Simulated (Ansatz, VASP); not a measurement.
SiGe: VASP beside Ansatz

```
CELL_PARAMETERS angstrom
3.83477 0.00000 0.00000
-1.91738 3.32100 0.00000
0.00000 0.00000 6.33736
ATOMIC_POSITIONS crystal
Si 0.66667 0.33333 0.87450
Si 0.33333 0.66667 0.37450
Ge 0.66667 0.33333 0.47704
Ge 0.33333 0.66667 0.97704
```

Alike in both runs: task single point; functional LDA; k mesh 12 × 12 × 6; occupations gaussian, width 0.03 eV; no spin polarisation.

```csv
,VASP,Ansatz
version,VASP 6.6.1,Ansatz 0.2.0
potentials or method,"VASP PAW LDA potentials, release 64 (Si, Ge_d)","scalar-relativistic, plane waves, PAW"
plane-wave cutoff (eV),520,420
valence electrons in the cell,36,36
```

```csv
,VASP,Ansatz,Ansatz less VASP
gap on the k mesh at the Fermi level (eV),none,none,-
pressure (GPa),3.4,3.3,-0.10
largest component of the traceless stress (GPa),5.84,5.80,-0.037
rms of the force components (eV/Å),0.864,0.862,-0.0020
```

Atom by atom the forces differ by 0.002 eV/Å (rms over components). A gap of «none» marks a metal or a gap that the smearing closes. Ansatz warned: «pseudo_functional_mismatch».

Caveats: forces of over 1 eV/Å show positions far from the minimum, so gaps and moduli don't describe the material at rest.
